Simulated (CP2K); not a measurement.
The system is Pt.

```
CELL_PARAMETERS angstrom
2.76067 0.00000 0.00000
-1.38033 2.39081 0.00000
0.00000 0.00000 4.79213
ATOMIC_POSITIONS crystal
Pt 0.33333 0.66667 0.25000
Pt 0.66667 0.33333 0.75000
```

This isn't the form of Pt at room conditions, which is fcc.

Base run:

```yaml
Program: CP2K 2026.2
Functional: PBEsol
Potentials_or_basis: POTENTIAL_UZH Pt GTH-PBE-q18; TZVP-MOLOPT-PBE-GTH basis
Density_cutoff: 9184 eV
k_mesh: 11 × 11 × 6
Occupations: fermi-dirac, width 0.05 eV
Spin: no spin polarisation
```

Its results: band gap on the k mesh none (metal or under the smearing width); pressure -10.5 GPa.

**Question.** After a change of settings the same cell gave: band gap on the k mesh none (metal or under the smearing width); pressure 23.3 GPa. Which change was it?
A. functional from PBEsol to RPBE
B. functional from PBEsol to vdW-DF2
C. functional from PBEsol to TPSS
D. functional from PBEsol to BEEF-vdW

**Answer.** B.

Caveats: the potentials were made for another functional, which shifts forces and pressure; spin-orbit coupling is left out, which moves the levels of the heavy elements; the basis of atomic orbitals isn't converged, which shifts pressures, moduli and gaps.

Runs at the PBE level aren't shown here.
